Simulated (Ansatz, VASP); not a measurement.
## Two plane-wave programs on NbC4

```xyz
5
Lattice="3.6073 0.0000 0.0000 0.0000 3.6073 0.0000 0.0000 0.0000 3.6073" Properties=species:S:1:pos:R:3 pbc="T T T"
Nb    0.0000    0.0000    0.0000
C     1.2589    2.3484    2.3484
C     2.3484    1.2589    2.3484
C     2.3484    2.3484    1.2589
C     1.2589    1.2589    1.2589
```

Change from the starting cell: species swapped into the SnI4 type (P-43m, No. 215).

Alike in both runs: functional PBE; k mesh 6 × 6 × 6; occupations gaussian, width 0.1 eV; no spin polarisation.

Ansatz relaxed the structure, and its values are those at the end. VASP's run is a single point on that final structure, the one shown.

|  | VASP | Ansatz |
| --- | --- | --- |
| version | VASP 6.6.1 | Ansatz 0.2.0 |
| potentials or method | VASP PAW PBE potentials, release 64 (Nb_sv, C) | scalar-relativistic, plane waves, PAW |
| plane-wave cutoff (eV) | 520 | 420 |
| valence electrons in the cell | 29 | 29 |

```tsv
	VASP	Ansatz	Ansatz less VASP
gap on the k mesh at the Fermi level (eV)	none	none	-
pressure (GPa)	-0.1	-0.3	-0.24
rms of the force components (eV/Å)	0.069	0.009	-0.0601
```

A gap of «none» marks a metal or a gap that the smearing closes. The functional is the same, so the differences come from potentials, cutoffs and numerics.
